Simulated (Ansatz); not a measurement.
The system is WS2.

```xyz
3
Lattice="0.0000 3.0079 3.0079 3.0079 0.0000 3.0079 3.0079 3.0079 0.0000" Properties=species:S:1:pos:R:3 pbc="T T T"
W     0.0000    0.0000    0.0000
S     1.5040    1.5040    1.5040
S     4.5119    4.5119    4.5119
```

Measurements of this composition are mostly on another form, of space group No. 194.

| Quantity | Value |
| --- | --- |
| Program | Ansatz 0.2.0 |
| Task | single point |
| Functional | PBE |
| Potentials or basis | all-electron LAPW, scalar-relativistic |
| Cutoff | 233 eV (chosen from the basis error) |
| Basis error allowed | 0.001 eV/atom |
| k mesh | 8 × 8 × 8 |
| Occupations | fermi-dirac, width 0.05 eV |
| Spin | no spin polarisation |

On this cell: pressure -8.9 GPa; largest force zero by symmetry; band gap on the k mesh none (metal or under the smearing width).

The same run follows on a disturbed copy (atoms moved at random, drawn with an rms of 0.05 Å):

```
W S
1.0
     0.00000    3.00794    3.00794
     3.00794    0.00000    3.00794
     3.00794    3.00794    0.00000
W S
1 2
Direct
  0.00180 0.01289 0.00513
  0.24436 0.24923 0.25718
  0.74747 0.75566 0.74826
```

**Question.** What does the disturbed cell give?

**Answer.** The energy (extrapolated to zero smearing) moves by -0.0 meV/atom; pressure -8.8 GPa; largest force 0.151 eV/Å; band gap on the k mesh none (metal or under the smearing width).

Forces on the atoms (eV/Å):
```
W    0.000 -0.016  0.017
S   -0.015 -0.036  0.124
S    0.015  0.052 -0.141
```

Stress tensor (GPa, compression positive):
```
-8.81  0.57  0.05
 0.57 -8.81  0.09
 0.05  0.09 -8.78
```
